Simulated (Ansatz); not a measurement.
Input of an Ansatz 0.2.0 run:

Contents of input.yaml:

```yaml
crystal:
  lattice:
    - [0.0, 1.9609, 1.9609]
    - [1.9609, 0.0, 1.9609]
    - [1.9609, 1.9609, 0.0]
  atoms:
    - { symbol: Pt, position: [0.0, 0.0, 0.0] }
hamiltonian:
  xc: pbesol
  pseudopotentials: { kind: paw_fr }
magnetization:
  noncollinear: true
  spin_orbit: true
kpoints:
  mp_grid: { grid: [12, 12, 12] }
  band_path:
    path:
      - [[0.0, 0.0, 0.0], [0.5, 0.0, 0.5], [0.5, 0.25, 0.75], [0.375, 0.375, 0.75], [0.0, 0.0, 0.0], [0.5, 0.5, 0.5], [0.625, 0.25, 0.625], [0.5, 0.25, 0.75], [0.5, 0.5, 0.5], [0.375, 0.375, 0.75]]
      - [[0.625, 0.25, 0.625], [0.5, 0.0, 0.5]]
    npoints: 14
scf:
  occupations: { method: fermi_dirac, width: 0.05 }
  n_extra_bands: 6
output:
  forces: true
  stress: true
  eigenvalues: true
  fatbands: false
  write_density: true
  write_potential: true
  elf: true
  volumetric_format: npy
```

Potentials or basis: Ansatz PAW.

Command:

```sh
$ ansatz run input.yaml --threads 2 --pin off --max-ram 5632MiB --backend cpu --events-out ev --progress --plain --runs-dir out
```

Task: What does it give for the band gap on the k mesh?

Result: None (metal or under the smearing width).

Task: Predict the pressure.

Result: -0.4 GPa.

Levels at the corners of the path, in eV from the Fermi level:
| point | band 16 | band 17 | band 18 | band 19 | band 20 | band 21 |
| --- | --- | --- | --- | --- | --- | --- |
| Γ | -3.35 | -1.51 | -1.51 | -1.51 | -1.51 | 14.49 |
| X | 0.08 | 1.06 | 1.06 | 1.39 | 1.39 | 8.83 |
| W | -1.97 | 0.49 | 0.49 | 7.00 | 7.00 | 7.38 |
| K | -1.39 | -0.09 | -0.09 | 5.53 | 5.53 | 6.58 |
| Γ | -3.35 | -1.51 | -1.51 | -1.51 | -1.51 | 14.49 |
| L | -0.76 | -0.30 | -0.30 | 0.36 | 0.36 | 5.84 |
| U | -1.39 | -0.09 | -0.09 | 5.53 | 5.53 | 6.58 |
| W | -1.97 | 0.49 | 0.49 | 7.00 | 7.00 | 7.38 |
| L | -0.76 | -0.30 | -0.30 | 0.36 | 0.36 | 5.84 |
| K | -1.39 | -0.09 | -0.09 | 5.53 | 5.53 | 6.58 |
| U | -1.39 | -0.09 | -0.09 | 5.53 | 5.53 | 6.58 |
| X | 0.08 | 1.06 | 1.06 | 1.39 | 1.39 | 8.83 |

Caveat: the PAW data sets come from PBE, with cores solved anew for the run's functional, which leaves a small shift of forces and pressure.
